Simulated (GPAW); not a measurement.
# BaTe (Fm-3m) in GPAW: equation of state

Aim: energy against volume of BaTe in PBE, for its equilibrium volume and stiffness.

Everything below comes from runs of GPAW 26.7.0. Logs are shortened: lines on timing, memory, paths and dates and some standing lists are left out, and cuts for length are marked. The log counts tension as positive stress, the text compression.

**1. Starting point**

Symmetry: Fm-3m, No. 225, cubic system. Conventional cell: a = 6.820 Å, b = 6.820 Å, c = 6.820 Å, α = 90.00°, β = 90.00°, γ = 90.00°. Ba (site symmetry m-3m) has 6 Te at 3.41 Å as nearest neighbours. Around Te (site symmetry m-3m) lie 6 Ba at 3.41 Å.

**2. Equation of state, PBE**

File run.py:

```python
from ase import Atoms
from ase.eos import EquationOfState
from ase.io import Trajectory
from ase.units import GPa
from gpaw import GPAW, PW

atoms = Atoms(['Ba', 'Te'],
              cell=[[0.0, 3.41, 3.41],
                    [3.41, 0.0, 3.41],
                    [3.41, 3.41, 0.0]],
              scaled_positions=[[0.0, 0.0, 0.0],
                                [0.5, 0.5, 0.5]],
              pbc=True)

traj = Trajectory('eos.traj', 'w')
volumes, energies = [], []
for x in [0.94, 0.96, 0.98, 1.0, 1.02, 1.04, 1.06]:
    a = atoms.copy()
    a.set_cell(atoms.cell * x**(1 / 3), scale_atoms=True)
    calc = GPAW(mode=PW(600),
                xc='PBE',
                kpts={'size': (7, 7, 7), 'gamma': True},
                occupations={'name': 'fermi-dirac', 'width': 0.05},
                nbands=16,
                convergence={'density': 1e-05, 'energy': 1e-05},
                maxiter=150,
                txt=f'eos-{x:.2f}.txt')
    a.calc = calc
    energies.append(a.get_potential_energy(force_consistent=True))
    volumes.append(a.get_volume())
    p = -a.get_stress()[:3].mean() / GPa
    calc.write(f'eos-{x:.2f}.gpw')
    traj.write(a)
    print(f'{x:.2f} {volumes[-1]:10.4f} A^3 {energies[-1]:14.6f} eV {p:9.3f} GPa', flush=True)

v0, e0, B = EquationOfState(volumes, energies, eos='birchmurnaghan').fit()
print(f'V0 = {v0:.4f} A^3, E0 = {e0:.6f} eV, B0 = {B / GPa:.2f} GPa')
```

Potentials or basis: GPAW PAW data sets (gpaw-data 1.2.1), pw.

On the command line:

```sh
> OMP_NUM_THREADS=1 python run.py
```

The program printed:

```text
__  _  _
 | _ |_)|_||  |
 |__||  | ||/\| - 26.7.0

Input parameters:
  mode=PW(ecut=600.0),
  convergence={'density': 1e-05, 'energy': 1e-05},
  kpts=MonkhorstPack(size=(7, 7, 7), gamma=True),
  maxiter=150,
  nbands=16,
  occupations=Occupations(name='fermi-dirac', width=0.05),
  xc=XC(name='PBE')

Diagonalizing LCAO Hamiltonian
Converting LCAO to pw mode

                  Te

       Ba

Atoms  # Å, Bohr magnetons
|   | symbol |        x |        y |        z |    initial magnetic moments |
|---|--------|----------|----------|----------|-----------------------------|
| 0 |     Ba | 0.000000 | 0.000000 | 0.000000 | ( 0.0000,  0.0000,  0.0000) |
| 1 |     Te | 3.340389 | 3.340389 | 3.340389 | ( 0.0000,  0.0000,  0.0000) |

Unit cell  # Å
| periodic |        x |        y |        z |  lengths |    angles |
|----------|----------|----------|----------|----------|-----------|
|      yes | 0.000000 | 3.340389 | 3.340389 | 4.724023 | 60.000000 |
|      yes | 3.340389 | 0.000000 | 3.340389 | 4.724023 | 60.000000 |
|      yes | 3.340389 | 3.340389 | 0.000000 | 4.724023 | 60.000000 |

Number of symmetries: 48
Symmetry operations  # r_c * U_cc + t_c -> r_c
|    | kind |            matrix            |
|----|------|------------------------------|
|  0 |  σ   |  1, 0, 0,  1, 0,-1,  1,-1, 0 |
|  1 |  C2  |  1, 0, 0,  1,-1, 0,  1, 0,-1 |
|  2 |  E   |  1, 0, 0,  0, 1, 0,  0, 0, 1 |
|  3 |  σ   |  1, 0, 0,  0, 0, 1,  0, 1, 0 |
|  4 |  C4  |  1, 0,-1,  1, 0, 0,  1,-1, 0 |
|  5 |  S6  |  1, 0,-1,  1,-1, 0,  1, 0, 0 |
|  6 |  σ   |  1, 0,-1,  0, 1,-1,  0, 0,-1 |
|  7 |  C3  |  1, 0,-1,  0, 0,-1,  0, 1,-1 |
|  8 |  S6  |  1,-1, 0,  1, 0, 0,  1, 0,-1 |
|  9 |  C4  |  1,-1, 0,  1, 0,-1,  1, 0, 0 |
| 10 |  C3  |  1,-1, 0,  0,-1, 1,  0,-1, 0 |
| 11 |  σ   |  1,-1, 0,  0,-1, 0,  0,-1, 1 |
| 12 |  σ   |  0, 1, 0,  1, 0, 0,  0, 0, 1 |
| 13 |  C4  |  0, 1, 0,  0, 1,-1, -1, 1, 0 |
| 14 |  C3  |  0, 1, 0,  0, 0, 1,  1, 0, 0 |
| 15 |  S6  |  0, 1, 0, -1, 1, 0,  0, 1,-1 |
| 16 |  C2  |  0, 1,-1,  1, 0,-1,  0, 0,-1 |
| 17 |  σ   |  0, 1,-1,  0, 1, 0, -1, 1, 0 |
| 18 |  S4  |  0, 1,-1,  0, 0,-1,  1, 0,-1 |
| 19 |  C4  |  0, 1,-1, -1, 1, 0,  0, 1, 0 |
| 20 |  C3  |  0, 0, 1,  1, 0, 0,  0, 1, 0 |
| 21 |  σ   |  0, 0, 1,  0, 1, 0,  1, 0, 0 |
| 22 |  S6  |  0, 0, 1,  0,-1, 1, -1, 0, 1 |
| 23 |  C4  |  0, 0, 1, -1, 0, 1,  0,-1, 1 |
| 24 |  S4  |  0, 0,-1,  1, 0,-1,  0, 1,-1 |
| 25 |  C3  |  0, 0,-1,  0, 1,-1,  1, 0,-1 |
| 26 |  C2  |  0, 0,-1,  0,-1, 0, -1, 0, 0 |
| 27 |  S6  |  0, 0,-1, -1, 0, 0,  0,-1, 0 |
| 28 |  S4  |  0,-1, 1,  1,-1, 0,  0,-1, 0 |
| 29 |  C4  |  0,-1, 1,  0, 0, 1, -1, 0, 1 |
| 30 |  C2  |  0,-1, 1,  0,-1, 0,  1,-1, 0 |
| 31 |  σ   |  0,-1, 1, -1, 0, 1,  0, 0, 1 |
| 32 |  C3  |  0,-1, 0,  1,-1, 0,  0,-1, 1 |
| 33 |  S6  |  0,-1, 0,  0, 0,-1, -1, 0, 0 |
| 34 |  S4  |  0,-1, 0,  0,-1, 1,  1,-1, 0 |
| 35 |  C2  |  0,-1, 0, -1, 0, 0,  0, 0,-1 |
| 36 |  C2  | -1, 1, 0,  0, 1, 0,  0, 1,-1 |
| 37 |  S6  | -1, 1, 0,  0, 1,-1,  0, 1, 0 |
| 38 |  S4  | -1, 1, 0, -1, 0, 1, -1, 0, 0 |
| 39 |  C3  | -1, 1, 0, -1, 0, 0, -1, 0, 1 |
| 40 |  S6  | -1, 0, 1,  0, 0, 1,  0,-1, 1 |
| 41 |  C2  | -1, 0, 1,  0,-1, 1,  0, 0, 1 |
| 42 |  C3  | -1, 0, 1, -1, 1, 0, -1, 0, 0 |
| 43 |  S4  | -1, 0, 1, -1, 0, 0, -1, 1, 0 |
| 44 |  C2  | -1, 0, 0,  0, 0,-1,  0,-1, 0 |
| 45 |  i   | -1, 0, 0,  0,-1, 0,  0, 0,-1 |
| 46 |  σ   | -1, 0, 0, -1, 1, 0, -1, 0, 1 |
| 47 |  C2  | -1, 0, 0, -1, 0, 1, -1, 1, 0 |

BZ-sampling:
  Number of BZ points: 343
  Number of IBZ points: 20

  Monkhorst-Pack size: [7, 7, 7]
  Monkhorst-Pack shift: [0, 0, 0]

K-points  # in reciprocal-cell coordinates
|     |                                coordinates |     weight |
|-----|--------------------------------------------|------------|
|   0 | (  0.00000000,   0.00000000,   0.00000000) | 0.00291545 |
|   1 | (  0.14285714,   0.14285714,   0.00000000) | 0.01749271 |
|   2 | (  0.14285714,   0.14285714,   0.14285714) | 0.02332362 |
|   3 | (  0.28571429,   0.14285714,   0.14285714) | 0.03498542 |
|   4 | (  0.28571429,   0.28571429,   0.00000000) | 0.01749271 |
|   5 | (  0.28571429,   0.28571429,   0.14285714) | 0.06997085 |
|   6 | (  0.28571429,   0.28571429,   0.28571429) | 0.02332362 |
|   7 | (  0.42857143,  -0.28571429,  -0.28571429) | 0.03498542 |
|   8 | (  0.42857143,   0.28571429,  -0.42857143) | 0.13994169 |
|   9 | (  0.42857143,   0.28571429,  -0.28571429) | 0.06997085 |
| ... |                                            |            |
|  19 | (  0.42857143,   0.42857143,   0.42857143) | 0.02332362 |

Plane wave coefficients: 2521
Cutoff: 600.0 eV

Spin-components: 1 (collinear spins)
Bands:           16
Projectors:      11
Spin-degeneracy: 2
Datatype:        complex128

Parallelization:
  kpt:    1
  domain: 1
  band:   1

Density:
  Valence electrons: 16.0
  Components: 1
  Grid points: [27 27 27]
  Charge: 0.0  # |e|

Potential:
  Grid points: [27 27 27]

species:
  Ba:
    name:    Barium
    Z:       56.0
    valence: 10
    core:    46
    charge:  0.0  # [|e|]
    compensation charges:
      type: gauss
      rc: 0.37  # [Å]
      lmax: 2
    cutoffs:
      filter: 2.06  # [Å]
      core: 2.33  # [Å]
    projectors
    | kind |    occ | energy [eV] | rcut [Å] |
    |------|--------|-------------|----------|
    |   5s |  2.000 |     -33.644 |    1.164 |
    |   6s |  2.000 |      -3.229 |    1.164 |
    |   5p |  6.000 |     -18.744 |    1.164 |
    |    p |        |       0.000 |    1.164 |
    |    d |        |       0.000 |    1.164 |
    |    d |        |      27.211 |    1.164 |

    Using partial waves for Ba as LCAO basis

  Te:
    name:    Tellurium
    Z:       52.0
    valence: 6
    core:    46
    charge:  0.0  # [|e|]
    compensation charges:
      type: gauss
      rc: 0.36  # [Å]
      lmax: 2
    cutoffs:
      filter: 2.09  # [Å]
      core: 3.17  # [Å]
    projectors
    | kind |    occ | energy [eV] | rcut [Å] |
    |------|--------|-------------|----------|
    |   5s |  2.000 |     -15.089 |    1.180 |
    |   5p |  4.000 |      -5.955 |    1.196 |
    |    s |        |      12.123 |    1.180 |
    |    p |        |      21.256 |    1.196 |
    |    d |        |       0.000 |    1.238 |

    Using partial waves for Te as LCAO basis

Reference energy: -406068.525945  # eV

eigensolver:
  PPCG
  Converge bands: occupied
  niter=2

density mixing:
  MSR1-Mixer
  Pratt-step length: 0.05
  Maximum mixing coefficient: 0.75
  Old densities: 10
  SVD Regularization: 0.005
  Good broyden scale: 1.0
  Trust region scale: 1.0
  Backstep threshold: 4.0
  History deletion threshold: 6.0
  Fourier metric: weight=20.0, sigma=0.015

occupation numbers:
  Fermi-Dirac:
    width: 0.0500  # eV

poisson solver:
  ecut: 4800.0  # eV

xc functional:
  name: PBE with 2 nearest neighbor stencil

convergence criteria:
[... 6 lines left out ...]
|iter     | |      energy | eigst |  dens |
|---------|-|-------------|-------|-------|
|iter:   1| |   -8.465527 | -0.13 |       |
|iter:   2| |   -8.472834 | -1.98 | -1.16 |
|iter:   3| |   -8.397394 | -2.47 | -1.20 |
|iter:   4| |   -8.397691 | -3.27 | -1.65 |
|iter:   5| |   -8.398540 | -4.70 | -2.21 |
|iter:   6| |   -8.398653 | -5.39 | -2.78 |
|iter:   7| |   -8.398655c| -6.96 | -3.77 |
|iter:   8| |   -8.398656c| -7.75c| -4.22 |
|iter:   9| |   -8.398656c| -8.26c| -5.06c|

Converged in 9 steps
Energy contributions relative to reference atoms: (reference = -406068.525945)

Energy contributions:
  Kinetic:          27.123127
  Coulomb:         -23.443697
  Zero:              0.135433
  External:          0.000000
  Xc:              -12.213518
  Entropy:          -0.000000
  Spinorbit:         0.000000
  ----------------------------
  Free energy:      -8.398656
  Extrapolated:     -8.398656

dipole moment: (-40.422831, -40.422831, -40.422831)  # |e|*Ang

Fermi level: 6.563
Eigenvalues  # (at kpt = [0.000, 0.000, 0.000])
| band index |      eig [eV] | occ [0-2] |
|------------|---------------|-----------|
|          0 |       -20.680 |     2.000 |
|          1 |        -5.901 |     2.000 |
|          2 |        -5.901 |     2.000 |
|          3 |        -5.901 |     2.000 |
|          4 |        -3.881 |     2.000 |
|          5 |         5.961 |     2.000 |
|          6 |         5.961 |     2.000 |
|          7 |         5.961 |     2.000 |
|          8 |         8.783 |     0.000 |
|          9 |         8.783 |     0.000 |
|         10 |         8.783 |     0.000 |
|         11 |         9.490 |     0.000 |
|         12 |         9.563 |     0.000 |
|         13 |         9.563 |     0.000 |
|         14 |        12.860 |     0.000 |
|         15 |        19.929 |     0.000 |

Gap: 1.235 eV
Transition (v -> c):
  (s=0, k=0, n=7, [0.00, 0.00, 0.00]) -> (s=0, k=16, n=8, [0.43, 0.43, 0.00])
Direct/indirect transitions are different
Direct gap: 1.600 eV
Transition at: (s=0, k=16, n=7, [0.43, 0.43, 0.00])

Stress tensor  # eV/Ang^3
|         x |         y |         z |
|-----------|-----------|-----------|
| -0.044974 |  0.000000 |  0.000000 |
|  0.000000 | -0.044974 |  0.000000 |
|  0.000000 |  0.000000 | -0.044974 |

# Writing to eos-0.94.gpw (mode='')
```

It took 93 s on 1 thread of Arm Neoverse V2, shared host; peak memory 0.29 GiB.

Results:

```
Equilibrium volume : 44.34 Å³/atom (rough: see the caveat)
Bulk modulus       : 28 GPa (rough)
```

Energy against volume, from the lowest point:
```tsv
volume (Å³/atom)	energy (meV/atom)
37.273	124.46
38.066	91.67
38.859	64.37
39.652	41.98
40.445	24.06
41.238	10.19
42.031	0.00
```

Caveat: the minimum lies outside the volumes run. Spin-orbit coupling is left out, which matters for the levels of Ba, Te.
